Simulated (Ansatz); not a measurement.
# Al: equation of state with revPBE+D3(BJ)

Al:

```
CELL_PARAMETERS angstrom
0.00000 2.02481 2.02481
2.02481 0.00000 2.02481
2.02481 2.02481 0.00000
ATOMIC_POSITIONS crystal
Al 0.00000 0.00000 0.00000
```

| Item | Value |
| --- | --- |
| Program | Ansatz 0.2.0 |
| Task | equation of state |
| Functional | revPBE |
| Dispersion | D3(BJ) |
| Potentials or basis | SSSP efficiency PAW |
| Cutoff | 408 eV |
| Density cutoff | 4082 eV |
| k mesh | 11 × 11 × 11 |
| Occupations | fermi-dirac, width 0.025 eV |
| Spin | collinear spin, random start |
| Starting moments | [0.12] μB |

The equilibrium volume is 15.44 Å³/atom (rough: see the caveat). The bulk modulus is 94 GPa (rough).

Energy against volume, from the lowest point:
| volume (Å³/atom) | energy (meV/atom) |
| --- | --- |
| 15.607 | 0.00 |
| 15.939 | 3.90 |
| 16.271 | 11.31 |
| 16.603 | 21.84 |
| 16.935 | 35.13 |
| 17.267 | 50.88 |
| 17.599 | 68.81 |

All runs of the series together: 13 s on 1 thread of Arm Neoverse V1 (shared host).

Caveat: the potentials were made for another functional, which shifts forces and pressure; the minimum lies outside the volumes run.
